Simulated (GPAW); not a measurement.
Here is a GPAW 26.7.0 calculation.

run.py

```python
from ase import Atoms
from ase.filters import FrechetCellFilter
from ase.io import write
from ase.optimize import BFGS
from gpaw import GPAW, PW, setup_paths

setup_paths.insert(0, '.')

atoms = Atoms(['Co', 'Co', 'Co', 'Al'],
              cell=[[3.574948, 0.0, 0.0],
                    [0.0, 3.574948, 0.0],
                    [0.0, 0.0, 3.574948]],
              scaled_positions=[[0.0, 0.5, 0.5],
                                [0.5, 0.0, 0.5],
                                [0.5, 0.5, 0.0],
                                [0.0, 0.0, 0.0]],
              pbc=True)
atoms.set_initial_magnetic_moments([2.0, 2.0, 2.0, 0.0])

calc = GPAW(mode=PW(600),
            xc='PBEsol',
            kpts={'size': (6, 6, 6), 'gamma': True},
            occupations={'name': 'fermi-dirac', 'width': 0.05},
            nbands=32,
            convergence={'density': 1e-05, 'forces': 0.0001},
            maxiter=150,
            txt='gpaw.txt')
atoms.calc = calc
opt = BFGS(FrechetCellFilter(atoms), trajectory='relax.traj', logfile='-')
done = opt.run(fmax=0.02, steps=60)
calc.write('gs.gpw')
write('result.traj', atoms)
print('Converged:', done)
print('Cell:', atoms.cell.cellpar().round(4))
print('Volume:', round(atoms.get_volume(), 4))
print(atoms.get_scaled_positions().round(5))
```

Potentials or basis: PAW data sets generated in the run's folder for this functional, pw.

Launch:

```console
$ gpaw-setup -f PBEsol Al Co
$ OMP_NUM_THREADS=1 python run.py
```

Problem. Predict the band gap on the k mesh.

Solution. None (metal or under the smearing width).

Problem. Estimate the relaxed cell.

Solution. a = 3.531 Å, b = 3.531 Å, c = 3.531 Å, α = 90.00°, β = 90.00°, γ = 90.00°.

Problem. Predict the net moment.

Solution. 3.73 μB per cell.

Problem. Estimate the site moments.

Solution. Co +1.28; Al -0.05 μB.

Step by step:
```
step  energy change (eV)  largest force (eV/Å)  pressure (GPa)  volume (Å³)
   1              0.0000                0.0000           -7.16        45.69
   2             -0.0086                0.0000           -6.19        45.44
   3             -0.0267                0.0000            0.40        43.95
   4             -0.0277                0.0000            0.00        44.04
```

Caveat: each step starts from the last one's moments, so a moment once lost doesn't come back; later steps reuse the first step's grids.
